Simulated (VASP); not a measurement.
Wanted: the native input for a VASP 6.6.1 run.

| Quantity | Value |
| --- | --- |
| Task | single point |
| Functional | PBE0 |
| Potentials or basis | VASP PAW PBE potentials, release 64 (Zn, O) |
| Cutoff | 520 eV |
| k mesh | 5 × 5 × 3 |
| Occupations | fermi-dirac, width 0.05 eV |
| Spin | no spin polarisation |
| Dipole correction | no |
| Exchange at q = 0 | truncated |
| Grid for exact exchange (PRECFOCK) | Normal |
| Further INCAR settings | ALGO = Normal; EDIFF = 1e-07; NBANDS = 26 |

ZnO (zincite):

```
CELL_PARAMETERS angstrom
3.24931 0.00000 0.00000
-1.62465 2.81398 0.00000
0.00000 0.00000 5.20571
ATOMIC_POSITIONS crystal
Zn 0.66667 0.33333 0.00000
Zn 0.33333 0.66667 0.50000
O 0.33333 0.66667 0.87901
O 0.66667 0.33333 0.37901
```

One way to write it, as run:

POSCAR

```
ZnO
1.0
    3.2493080000      0.0000000000      0.0000000000
   -1.6246540000      2.8139832727      0.0000000000
    0.0000000000      0.0000000000      5.2057090000
Zn O
2 2
Direct
    0.6666666667      0.3333333333      0.0000000000
    0.3333333333      0.6666666667      0.5000000000
    0.3333333333      0.6666666667      0.8790100000
    0.6666666667      0.3333333333      0.3790100000
```

INCAR.step1

```
SYSTEM = ZnO
ALGO = Normal ; EDIFF = 1E-5
ENCUT = 520 ; GGA = PE
ISIF = 2 ; ISMEAR = -1
LASPH = .True. ; LREAL = .False.
LWAVE = .True. ; NBANDS = 26
NELM = 100 ; PREC = Accurate
SIGMA = 0.05
```

INCAR.step2

```
SYSTEM = ZnO
AEXX = 0.25 ; ALGO = Normal
EDIFF = 1E-7 ; ENCUT = 520
GGA = PE ; HFRCUT = -1
ISIF = 2 ; ISMEAR = -1
ISTART = 1 ; LASPH = .True.
LCHARG = .True. ; LELF = .True.
LHFCALC = .True. ; LREAL = .False.
LVHAR = .True. ; LWAVE = .False.
NBANDS = 26 ; NELM = 100
PREC = Accurate ; PRECFOCK = Normal
SIGMA = 0.05
```

KPOINTS

```
k-points
0
Gamma
  5 5 3
  0 0 0
```

Potentials or basis: VASP PAW PBE potentials, release 64 (Zn, O).

Command:

```console
$ cat potpaw_PBE.64/Zn/POTCAR potpaw_PBE.64/O/POTCAR > POTCAR
$ cp INCAR.step1 INCAR
$ mpirun -np 1 vasp_std > vasp.out
$ cp INCAR.step2 INCAR
$ mpirun -np 1 vasp_std > vasp.out
```

It gave:

```json
{
  "Pressure": "1.5 GPa",
  "Largest force": "0.082 eV/Å",
  "Band gap on the k mesh": "3.19 eV, direct"
}
```

Caveat: the k mesh is coarse (spacing up to 0.45 Å⁻¹), so the values aren't converged, least of all with exact exchange; the PAW data sets were made with another functional, which shifts forces and pressure a little.

Wall time 25 min on 1 thread of Intel(R) Xeon(R) 6975P-C (Granite Rapids), on a shared host, peak memory 0.17 GiB.
